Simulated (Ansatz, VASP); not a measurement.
# NaH in VASP and in Ansatz

```
CELL_PARAMETERS angstrom
4.04955 0.00000 0.00000
-2.02477 3.50701 0.00000
0.00000 0.00000 4.96962
ATOMIC_POSITIONS crystal
Na 0.33333 0.66667 0.93749
Na 0.66667 0.33333 0.43749
H 0.33333 0.66667 0.43751
H 0.66667 0.33333 0.93751
```

Alike in both runs: task single point; functional PBE; k mesh 6 × 6 × 4; no spin polarisation.

```csv
,VASP,Ansatz
version,VASP 6.6.1,Ansatz 0.2.0
potentials or method,"VASP PAW PBE potentials, release 64 (Na_pv, H)","plane waves, PAW"
plane-wave cutoff (eV),520,420
occupations,"gaussian, width 0.01 eV",fixed
valence electrons in the cell,16,20
```

```tsv
	VASP	Ansatz	Ansatz less VASP
gap on the k mesh at the Fermi level (eV)	3.33	3.33	-0.001
pressure (GPa)	-1.0	-1.0	+0.04
```

The two sets of potentials don't hold the same shells in valence.

A k mesh can miss the band edges.
